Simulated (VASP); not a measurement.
# FeSi2 (Linzhiite): single point with r2SCAN

FeSi2 (Linzhiite):

```
Fe Si
1.0
     2.67920    0.00000    0.00000
     0.00000    2.67920    0.00000
     0.00000    0.00000    5.10881
Fe Si
1 2
Cartesian
  0.0000 0.0000 0.0000
  1.3396 1.3396 1.3862
  1.3396 1.3396 3.7226
```

| Property | Result |
| --- | --- |
| Program | VASP 6.6.1 |
| Task | single point |
| Functional | r2SCAN |
| Potentials or basis | VASP PAW PBE potentials, release 64 (Fe, Si) |
| Cutoff | 520 eV |
| k mesh | 16 × 16 × 8 |
| Occupations | gaussian, width 0.1 eV |
| Spin | no spin polarisation |
| Dipole correction | no |
| Further INCAR settings | ALGO = Normal; EDIFF = 1e-06; NBANDS = 15 |

- Pressure: 0.1 GPa
- Largest force: 0.026 eV/Å
- Band gap on the k mesh: none (metal or under the smearing width)

Forces on the atoms (eV/Å):
```
Fe   0.000  0.000  0.000
Si   0.000  0.000  0.026
Si   0.000  0.000 -0.026
```

Stress tensor (GPa, compression positive):
```
 0.18  0.00  0.00
 0.00  0.18  0.00
 0.00  0.00 -0.08
```

Levels at points of the mesh, in eV from the Fermi level:
```
           k point  band 6  band 7  band 8  band 9  band 10  band 11
(0.00, 0.00, 0.00)   -1.76   -1.76   -1.01    4.76     4.76     6.89
(0.50, 0.00, 0.00)   -3.34   -2.49   -1.33    0.11     1.47     2.44
(0.50, 0.50, 0.00)   -3.65   -2.45    0.25    0.80     2.72     3.02
(0.00, 0.00, 0.50)   -1.80   -1.80   -1.01    2.56     5.98     5.98
(0.50, 0.00, 0.50)   -2.59   -2.48   -1.34    0.64     2.41     4.99
(0.50, 0.50, 0.50)   -3.72   -1.99    0.25    0.27     0.27     1.19
```

Run time: 4.6 min on 1 thread of Intel(R) Xeon(R) Platinum 8259CL CPU @ 2.50GHz (Skylake/Cascade Lake), with other jobs on the host, peak memory 0.24 GiB.

Caveat: the PAW data sets were made with another functional, which shifts forces and pressure a little. Spin polarisation is off, so any magnetic state and its effect on volume and gap are missing.
